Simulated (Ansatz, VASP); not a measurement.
This is a calculation of CsSnI3 for Ansatz 0.2.0.

File input.yaml:

```yaml
crystal:
  lattice:
    - [6.2057, 0.0310285, 0.0]
    - [0.0310285, 6.2057, 0.0]
    - [0.0, 0.0, 6.2057]
  atoms:
    - { symbol: Cs, position: [0.0, 0.0, 0.0] }
    - { symbol: I, position: [0.5, 0.5, 0.0] }
    - { symbol: I, position: [0.5, 0.0, 0.5] }
    - { symbol: I, position: [0.0, 0.5, 0.5] }
    - { symbol: Sn, position: [0.5, 0.5, 0.5] }
hamiltonian:
  xc: pbe
  pseudopotentials: { kind: paw }
kpoints:
  mp_grid: { grid: [4, 4, 4] }
scf:
  occupations: { method: fermi_dirac, width: 0.05 }
output:
  forces: true
  stress: true
  eigenvalues: true
```

Potentials or basis: Ansatz PAW.

The run is started by

```console
$ ansatz run input.yaml --threads 2 --pin off --max-ram 5632MiB --backend cpu --events-out ev --progress --plain --runs-dir out
```

Problem. Translate it to VASP 6.6.1. Potentials there: VASP PAW PBE potentials, release 64 (Cs_sv, I, Sn_d).

Solution. As run (the cutoff follows the program's own potentials):

The input INCAR:

```
PREC = Accurate
ENCUT = 520
EDIFF = 1E-6
ISMEAR = -1
SIGMA = 0.05
LREAL = F
LASPH = T
NELM = 60
ALGO = Normal
ISIF = 2
LWAVE = F
LCHARG = F
GGA = PE
NBANDS = 30
```

KPOINTS

```
Automatic mesh
0
Gamma
  4 4 4
```

Contents of POSCAR:

```
CsSnI3
1.0
    6.2057000000      0.0310285000      0.0000000000
    0.0310285000      6.2057000000      0.0000000000
    0.0000000000      0.0000000000      6.2057000000
Cs I Sn
1 3 1
Direct
    0.0000000000      0.0000000000      0.0000000000
    0.5000000000      0.5000000000      0.0000000000
    0.5000000000      0.0000000000      0.5000000000
    0.0000000000      0.5000000000      0.5000000000
    0.5000000000      0.5000000000      0.5000000000
```

Potentials or basis: VASP PAW PBE potentials, release 64 (Cs_sv, I, Sn_d).

The run is started by

```sh
$ cat potpaw_PBE.64/Cs_sv/POTCAR potpaw_PBE.64/I/POTCAR potpaw_PBE.64/Sn_d/POTCAR > POTCAR
$ mpirun -np 1 vasp_std > vasp.out
```

Both were run:

|  | VASP | Ansatz | Ansatz less VASP |
| --- | --- | --- | --- |
| gap on the k mesh at the Fermi level (eV) | 0.29 | 0.30 | +0.006 |
| least direct gap on the mesh (eV) | 0.29 | 0.30 | +0.006 |
| pressure (GPa) | 0.8 | 0.8 | 0.00 |

The two sets of potentials don't hold the same shells in valence.

Caveats: spin-orbit coupling is left out, which moves the levels of the heavy elements. A k mesh can miss the band edges.
